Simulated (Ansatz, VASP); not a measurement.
# One calculation of Ca, two programs

```
Ca
1.0
     3.90662    0.00000    0.00000
     0.00000    3.90662    0.00000
     0.00000    0.00000   16.76240
Ca
2
Cartesian
  1.9533 1.9533 7.0000
  0.0000 0.0000 9.6094
```

Alike in both runs: functional PBE; k mesh 7 × 7 × 1; occupations gaussian, width 0.1 eV; no spin polarisation.

Ansatz relaxed the structure, and its values are those at the end. VASP's run is a single point on that final structure, the one shown.

```csv
,VASP,Ansatz
version,VASP 6.6.1,Ansatz 0.2.0
potentials or method,"VASP PAW PBE potentials, release 64 (Ca_sv)","scalar-relativistic, plane waves, PAW"
plane-wave cutoff (eV),520,420
valence electrons in the cell,20,20
```

|  | VASP | Ansatz | Ansatz less VASP |
| --- | --- | --- | --- |
| gap on the k mesh at the Fermi level (eV) | 0.03 | 0.03 | -0.001 |
| least direct gap on the mesh (eV) | 0.48 | 0.48 | +0.001 |
| rms of the force components (eV/Å) | 0.011 | 0.014 | +0.0024 |
